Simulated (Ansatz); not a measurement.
Crystal: Zr.

```xyz
2
Lattice="3.2320 0.0000 0.0000 -1.6160 2.7990 0.0000 0.0000 0.0000 5.1470" Properties=species:S:1:pos:R:3 pbc="T T T"
Zr    1.6160    0.9330    3.8603
Zr    0.0000    1.8660    1.2868
```

| Quantity | Value |
| --- | --- |
| Program | Ansatz 0.2.0 |
| Task | single point |
| Functional | PBE |
| Potentials or basis | Ansatz PAW |
| Cutoff | 420 eV (not typed: the program's choice for these potentials) |
| k mesh | 9 × 9 × 5 |
| Occupations | fermi-dirac, width 0.05 eV |
| Spin | no spin polarisation |

On this cell: pressure 0.5 GPa; largest force under 0.003 eV/Å; band gap on the k mesh none (metal or under the smearing width).

The same run follows on a disturbed copy (atoms moved at random, drawn with an rms of 0.05 Å):

```
CELL_PARAMETERS angstrom
3.23200 0.00000 0.00000
-1.61600 2.79899 0.00000
0.00000 0.00000 5.14700
ATOMIC_POSITIONS crystal
Zr 0.66214 0.33864 0.74918
Zr 0.34713 0.68258 0.24458
```

**Question.** What does the disturbed cell give?

**Answer.** The energy (extrapolated to zero smearing) moves by +1.1 meV/atom; pressure 0.5 GPa; largest force 0.106 eV/Å; band gap on the k mesh none (metal or under the smearing width).

Forces in eV/Å, atoms in the order of the input:
```
Zr   0.038  0.027 -0.096
Zr  -0.038 -0.027  0.096
```

Stress tensor (GPa, compression positive):
```
-0.03 -0.29 -0.01
-0.29  0.39 -0.01
-0.01 -0.01  1.09
```
